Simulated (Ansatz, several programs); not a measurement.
TlBr, CsCl type, relaxed with r2SCAN in Ansatz (plane waves, PAW): it is cubic, Pm-3m (No. 221); a = 3.995 Å in the conventional setting, 31.88 Å³ an atom. Around Tl lie 8 Br at 3.46 Å; around Br lie 8 Tl at 3.46 Å. The cell was then scaled with its shape and fractional coordinates held. Calculated for a static, non-magnetic cell.

| V (Å³/atom) | E (meV/atom) |
| --- | --- |
| 29.965 | 10.50 |
| 31.878 | 0.00 |
| 32.834 | 1.87 |
| 33.791 | 7.44 |

Task: Pass a cubic E = c₀ + c₁u + c₂u² + c₃u³, with u = V − 32.117 Å³, through these points.

Result: c₀ = 0.08, c₁ = +0.896, c₂ = 2.343, c₃ = -0.1503 (meV and Å³).

Task: Where is the minimum, and what bulk modulus follows?

Result: dE/du = 0 at u = -0.188, so V₀ = 31.93 Å³. B = V₀ d²E/dV² = 31.93 × (2c₂ + 6c₃u) = 31.93 × 4.856 = 155 meV/Å³, and 1 meV/Å³ is 0.16022 GPa: 25 GPa. A third-order Birch-Murnaghan fit to all five points gives 31.93 Å³ and 25 GPa.

Task: Predict the energy and the pressure at the withheld volume, 30.922 Å³.

Result: With u = -1.195: E ≈ 2.61 meV and P = −dE/dV ≈ +0.86 GPa. The run gives 2.58 meV and, from its stress, +0.85 GPa.
